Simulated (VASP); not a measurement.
# CuI (Marshite) (F-43m) in VASP: notebook, part 2 of 2

VASP 6.6.1. The steps go on from the part before.

### 3 Relaxation of the atoms, PBEsol

Input file INCAR:

```
SYSTEM = CuI
PREC = Accurate
ENCUT = 600
EDIFF = 1E-7
ISMEAR = 0
SIGMA = 0.03
LREAL = .FALSE.
LASPH = .TRUE.
NELM = 80
ALGO = Fast
ISIF = 2
LWAVE = .FALSE.
LCHARG = .FALSE.
GGA = PS
IBRION = 2
NSW = 40
EDIFFG = -0.01
```

Input file KPOINTS:

```
regular mesh
0
G
  8 8 8
  0 0 0
```

Input file POSCAR:

```
CuI                                     
1.0
    0.0000000000      2.9729987622      2.9729987622
    2.9729987622      0.0000000000      2.9729987622
    2.9729987622      2.9729987622      0.0000000000
  Cu              I             
     1     1
Direct
     0.2500000000000000    0.2500000000000000    0.2500000000000000
     0.0000000000000000    0.0000000000000000    0.0000000000000000
```

Potentials or basis: VASP PAW PBE potentials, release 64 (Cu, I).

Command:

```sh
> cat potpaw_PBE.64/Cu/POTCAR potpaw_PBE.64/I/POTCAR > POTCAR
> mpirun -np 1 vasp_std > vasp.out
```

It took 18 s on 1 thread of Intel Xeon Platinum 8559C (Emerald Rapids), shared host; peak memory 0.21 GiB.

Results (log left out):

* Free energy: -6.3207 eV
* Pressure after relaxing: 0.0 GPa
* Band gap on the k mesh: 1.19 eV, direct

Final structure:
```yaml
crystal:
  lattice:
    - [0.00000, 2.97300, 2.97300]
    - [2.97300, 0.00000, 2.97300]
    - [2.97300, 2.97300, 0.00000]
  atoms:
    - { symbol: Cu, position: [0.25000, 0.25000, 0.25000] }
    - { symbol: I, position: [0.00000, 0.00000, 0.00000] }
```

Levels at points of the mesh, in eV from the valence-band top:
```csv
k point,band 5,band 6,band 7,band 8,band 9,band 10,band 11,band 12,band 13
"(0.00, 0.00, 0.00)",-2.13,-2.13,0.00,0.00,0.00,1.19,4.76,4.76,4.76
"(0.50, 0.00, 0.00)",-2.10,-2.10,-2.05,-0.81,-0.81,2.13,5.32,5.32,7.33
"(0.50, 0.50, 0.00)",-2.17,-2.06,-2.03,-1.73,-1.73,2.48,2.81,9.49,10.02
```

Caveat: the relaxation stopped at its first step, so nothing moved; the PAW data sets were made with another functional, which shifts forces and pressure a little; spin-orbit coupling is left out, which moves the levels of the heavy elements. PBEsol gaps usually lie below the measured ones, often by a third to a half.

### 4 Relaxation of the atoms, PBEsol (a relaxed cell with its volume scaled by 1.02)

INCAR is that of step 3.

KPOINTS is that of step 3.

Input file POSCAR:

```
CuI                                     
1.0
    0.0000000000      2.9926880695      2.9926880695
    2.9926880695      0.0000000000      2.9926880695
    2.9926880695      2.9926880695      0.0000000000
  Cu              I             
     1     1
Direct
     0.2500000000000000    0.2500000000000000    0.2500000000000000
     0.0000000000000000    0.0000000000000000    0.0000000000000000
```

Command:

```sh
> cat potpaw_PBE.64/Cu/POTCAR potpaw_PBE.64/I/POTCAR > POTCAR
> mpirun -np 1 vasp_std > vasp.out
```

It took 18 s on 1 thread of Intel Xeon Platinum 8559C (Emerald Rapids), shared host; peak memory 0.21 GiB.

Results (log left out):

- Free energy: -6.3175 eV
- Pressure after relaxing: -1.0 GPa
- Band gap on the k mesh: 1.13 eV, direct

Final structure:
```cif
data_structure
_symmetry_space_group_name_H-M 'P 1'
_symmetry_Int_Tables_number 1
_cell_length_a 4.2323
_cell_length_b 4.2323
_cell_length_c 4.2323
_cell_angle_alpha 60.000
_cell_angle_beta 60.000
_cell_angle_gamma 60.000
_cell_volume 53.61
loop_
_atom_site_label
_atom_site_type_symbol
_atom_site_fract_x
_atom_site_fract_y
_atom_site_fract_z
_atom_site_occupancy
Cu1 Cu 0.25000 0.25000 0.25000 1
I1 I 0.00000 0.00000 0.00000 1
```

Levels at points of the mesh, in eV from the valence-band top:
```tsv
k point	band 5	band 6	band 7	band 8	band 9	band 10	band 11	band 12	band 13
(0.00, 0.00, 0.00)	-2.04	-2.04	0.00	0.00	0.00	1.13	4.79	4.79	4.79
(0.50, 0.00, 0.00)	-2.01	-2.01	-1.96	-0.78	-0.78	2.11	5.33	5.33	7.31
(0.50, 0.50, 0.00)	-2.08	-1.98	-1.95	-1.65	-1.65	2.53	2.82	9.36	9.91
```

Caveat: the relaxation stopped at its first step, so nothing moved; the PAW data sets were made with another functional, which shifts forces and pressure a little; spin-orbit coupling is left out, which moves the levels of the heavy elements.

### 5 Relaxation of the atoms, PBEsol (a relaxed cell with its volume scaled by 1.04)

INCAR is that of step 4.

KPOINTS is that of step 4.

Input file POSCAR:

```
CuI                                     
1.0
    0.0000000000      3.0121216535      3.0121216535
    3.0121216535      0.0000000000      3.0121216535
    3.0121216535      3.0121216535      0.0000000000
  Cu              I             
     1     1
Direct
     0.2500000000000000    0.2500000000000000    0.2500000000000000
     0.0000000000000000    0.0000000000000000    0.0000000000000000
```

Command:

```sh
> cat potpaw_PBE.64/Cu/POTCAR potpaw_PBE.64/I/POTCAR > POTCAR
> mpirun -np 1 vasp_std > vasp.out
```

Wall time 22 s (1 thread of Intel Xeon Platinum 8559C (Emerald Rapids), shared host); peak memory 0.21 GiB.

Results (log left out):

- Free energy: -6.3086 eV
- Pressure after relaxing: -1.8 GPa
- Band gap on the k mesh: 1.08 eV, direct

Final structure:
```
Cu I
1.0
     0.00000    3.01212    3.01212
     3.01212    0.00000    3.01212
     3.01212    3.01212    0.00000
Cu I
1 1
Cartesian
  1.5061 1.5061 1.5061
  0.0000 0.0000 0.0000
```

Levels at points of the mesh, in eV from the valence-band top:
| k point | band 6 | band 7 | band 8 | band 9 | band 10 | band 11 | band 12 | band 13 |
| --- | --- | --- | --- | --- | --- | --- | --- | --- |
| (0.00, 0.00, 0.00) | -1.95 | 0.00 | 0.00 | 0.00 | 1.08 | 4.81 | 4.81 | 4.81 |
| (0.50, 0.00, 0.00) | -1.93 | -1.88 | -0.75 | -0.75 | 2.10 | 5.34 | 5.34 | 7.28 |
| (0.50, 0.50, 0.00) | -1.90 | -1.86 | -1.58 | -1.58 | 2.57 | 2.84 | 9.21 | 9.81 |

Caveat: the relaxation stopped at its first step, so nothing moved; the PAW data sets were made with another functional, which shifts forces and pressure a little; spin-orbit coupling is left out, which moves the levels of the heavy elements.

### 6 Relaxation of the atoms, PBEsol (a relaxed cell with its volume scaled by 1.06)

INCAR is that of step 5.

KPOINTS is that of step 5.

Input file POSCAR:

```
CuI                                     
1.0
    0.0000000000      3.0313076590      3.0313076590
    3.0313076590      0.0000000000      3.0313076590
    3.0313076590      3.0313076590      0.0000000000
  Cu              I             
     1     1
Direct
     0.2500000000000000    0.2500000000000000    0.2500000000000000
     0.0000000000000000    0.0000000000000000    0.0000000000000000
```

Potentials or basis: VASP PAW PBE potentials, release 64 (Cu, I).

Command:

```sh
> cat potpaw_PBE.64/Cu/POTCAR potpaw_PBE.64/I/POTCAR > POTCAR
> mpirun -np 1 vasp_std > vasp.out
```

It took 20 s on 1 thread of Intel Xeon Platinum 8559C (Emerald Rapids), shared host; peak memory 0.21 GiB.

It converged, with:

```
Free energy             : -6.2947 eV
Pressure after relaxing : -2.5 GPa
Band gap on the k mesh  : 1.03 eV, direct
```

Final structure:
```
Cu I
1.0
     0.00000    3.03131    3.03131
     3.03131    0.00000    3.03131
     3.03131    3.03131    0.00000
Cu I
1 1
Cartesian
  1.5157 1.5157 1.5157
  0.0000 0.0000 0.0000
```

Levels at points of the mesh, in eV from the valence-band top:
| k point | band 5 | band 6 | band 7 | band 8 | band 9 | band 10 | band 11 | band 12 | band 13 |
| --- | --- | --- | --- | --- | --- | --- | --- | --- | --- |
| (0.00, 0.00, 0.00) | -1.87 | -1.87 | 0.00 | 0.00 | 0.00 | 1.03 | 4.83 | 4.83 | 4.83 |
| (0.50, 0.00, 0.00) | -1.85 | -1.85 | -1.80 | -0.72 | -0.72 | 2.08 | 5.36 | 5.36 | 7.25 |
| (0.50, 0.50, 0.00) | -1.90 | -1.82 | -1.79 | -1.52 | -1.52 | 2.60 | 2.85 | 9.08 | 9.71 |

Caveat: the relaxation stopped at its first step, so nothing moved; the PAW data sets were made with another functional, which shifts forces and pressure a little; spin-orbit coupling is left out, which moves the levels of the heavy elements.

### 7 Overview

```tsv
cell	gap on the mesh (eV)	pressure (GPa)
atoms relaxed from: a relaxed cell with its volume scaled by 0.98	1.25	1.0
atoms relaxed	1.19	0.0
atoms relaxed from: a relaxed cell with its volume scaled by 1.02	1.13	-1.0
atoms relaxed from: a relaxed cell with its volume scaled by 1.04	1.08	-1.8
atoms relaxed from: a relaxed cell with its volume scaled by 1.06	1.03	-2.5
```

Alike in all rows: task relaxation of the atoms; level PBEsol; potentials or basis VASP PAW PBE potentials, release 64 (Cu, I); no spin polarisation; k mesh 8 × 8 × 8; cutoff (eV) 600; smearing gaussian 0.03 eV.

Caveats: the relaxation stopped at its first step, so nothing moved; the PAW data sets were made with another functional, which shifts forces and pressure a little; spin-orbit coupling is left out, which moves the levels of the heavy elements.

Total energies depend on the potentials used, so only differences within one code and one set of settings carry meaning.
